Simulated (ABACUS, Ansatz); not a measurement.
This is a calculation of GaP for ABACUS 3.10.1. 

File INPUT:

```
INPUT_PARAMETERS
suffix              GaP
calculation         scf
basis_type          pw
pseudo_dir          ./
symmetry            1
dft_functional      pbesol
ecutwfc             40
pseudo_rcut         10
nspin               1
nbands              22
ks_solver           dav
smearing_method     fd
smearing_sigma      0.00367493
scf_thr             1e-08
scf_nmax            100
mixing_type         broyden
mixing_beta         0.7
cal_force           1
cal_stress          1
ecutrho             320
out_chg             1
kpar                4
```

The input STRU:

```
ATOMIC_SPECIES
Ga 69.7230 ga_pbe_v1.4.uspp.F.UPF
P 30.9738 p_pbe_v1.5.uspp.F.UPF

LATTICE_CONSTANT
1.8897261246

LATTICE_VECTORS
0.0000000000 2.7252500000 2.7252500000
2.7252500000 0.0000000000 2.7252500000
2.7252500000 2.7252500000 0.0000000000

ATOMIC_POSITIONS
Cartesian

Ga
0.0
1
0.0000000000 0.0000000000 0.0000000000 1 1 1

P
0.0
1
4.0878750000 4.0878750000 4.0878750000 1 1 1
```

The input KPT:

```
K_POINTS
0
Gamma
6 6 6 0 0 0
```

Potentials or basis: GBRV ultrasoft 1.5 PBE, plane waves.

Launch:

```console
$ OMP_NUM_THREADS=1 mpirun -np 4 abacus > log
```

**Question.** Translate it to Ansatz 0.2.0. Potentials or basis there: PAW datasets made for the crystal, cutoff 240 eV.

**Answer.** As run (cutoffs and basis follow the program's own potentials, and thresholds, step limits or extra output files can differ):

The input input.yaml:

```yaml
crystal:
  lattice:
    - [0.0, 2.72525, 2.72525]
    - [2.72525, 0.0, 2.72525]
    - [2.72525, 2.72525, 0.0]
  atoms:
    - { symbol: Ga, position: [0.0, 0.0, 0.0] }
    - { symbol: P, position: [0.75, 0.75, 0.75] }
kpoints:
  mp_grid: { grid: [6, 6, 6] }
scf:
  occupations: { method: fermi_dirac, width: 0.05 }
hamiltonian:
  xc: pbesol
  pseudopotentials: { kind: all_electron, datasets: crystal }
output:
  forces: true
  stress: true
  eigenvalues: true
  elf: true
  volumetric_format: npy
```

Potentials or basis: all-electron PAW datasets made for the crystal.

Command:

```console
$ ansatz run input.yaml --threads 2 --pin off --max-ram 8192MiB --backend cpu --events-out ev --progress --plain --runs-dir out
```

Both were run:

|  | ABACUS | Ansatz |
| --- | --- | --- |
| Pressure | -1.1 GPa | -0.5 GPa |

Ansatz's pressure holds a Pulay term of +0.00 GPa for its cutoff of 240 eV, which the other run lacks.

The potentials hold 24 and 18 valence electrons a cell.

ABACUS's potentials were made for PBE.

Where Ansatz's input types no cutoff or centring, it takes its own default and a Γ-centred mesh.

Pressure is positive in compression.
